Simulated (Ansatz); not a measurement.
**WS2 under changes of volume**

One of the cells (49.592 Å³/atom); the others are scaled copies at fixed shape and fractional positions:

```
W S
1.0
     3.18352    0.00000    0.00000
    -1.59176    2.75701    0.00000
     0.00000    0.00000   16.95058
W S
1 2
Direct
  0.00000 0.00000 0.00000
  0.33333 0.66667 0.09200
  0.33333 0.66667 0.90800
```

* Program: Ansatz 0.2.0
* Functional: LDA
* Potentials or basis: all-electron LAPW, scalar-relativistic
* Cutoff: 260 eV (chosen from the basis error)
* Basis error allowed: 0.002 eV/atom
* k mesh: 10 × 10 × 2
* Occupations: fermi-dirac, width 0.05 eV
* Spin: no spin polarisation

```csv
volume (Å³/atom),energy over the lowest point (meV/atom),gap on the mesh (eV),largest force (eV/Å)
46.616,6.53,2.16,0.775
47.608,0.00,2.10,0.351
48.600,?,?,?
49.592,11.14,1.98,0.402
50.583,27.14,1.92,0.736
51.575,49.14,1.87,1.045
52.567,76.50,1.82,1.330
```

Task: What does the run at 48.600 Å³/atom give?

Result: Energy over the lowest point 1.83 meV/atom; gap on the mesh 2.04 eV; largest force 0.041 eV/Å.

Worked out: A Birch-Murnaghan fit of order 3 (a polynomial in V^(-2/3)) to the other rows has its minimum at 47.87 Å³/atom with B0 = V·E''(V) = 63 GPa and B' = 4.4 at fixed shape and positions, which overstates the stiffness. It gives 1.83 meV/atom at 48.600 Å³/atom, against the run's 1.83. A straight line through the other rows of the gap, of slope -2.85 eV per unit of ln V, gives 2.04 eV, against the run's 2.04.

Energies are extrapolated to zero smearing.

Caveats: spin-orbit coupling is left out, which moves the levels of the heavy elements.

A mesh can miss the band edges.

The runs don't all hold the same shells in valence.
